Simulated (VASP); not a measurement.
Input of a VASP 6.6.1 run:

The input INCAR:

```
SYSTEM = Sn
PREC = Accurate ; ENCUT = 520
EDIFF = 1E-7 ; ISMEAR = 0
SIGMA = 0.1 ; LREAL = .FALSE.
LASPH = .TRUE. ; NELM = 60
ALGO = Fast ; ISIF = 2
LWAVE = .FALSE. ; LCHARG = .FALSE.
LDIPOL = .TRUE. ; IDIPOL = 3
DIPOL = 0.5 0.5 0.294 ; GGA = PE
NBANDS = 13
```

Contents of KPOINTS:

```
regular mesh
0
G
  18 18 1
  0 0 0
```

Contents of POSCAR:

```
Sn
1.0
    3.0122033003      0.0000000000      0.0000000000
    0.0000000000      3.0095876462      0.0000000000
    0.0000000000      0.0000000000     23.8000000000
Sn
1
Direct
    0.0000000000      0.0000000000      0.2941176471
```

Potentials or basis: VASP PAW PBE potentials, release 64 (Sn_d).

Command:

```sh
$ cat potpaw_PBE.64/Sn_d/POTCAR > POTCAR
$ mpirun -np 1 vasp_std > vasp.out
```

Problem. What does it give for the band gap on the k mesh?

Solution. None (metal or under the smearing width).
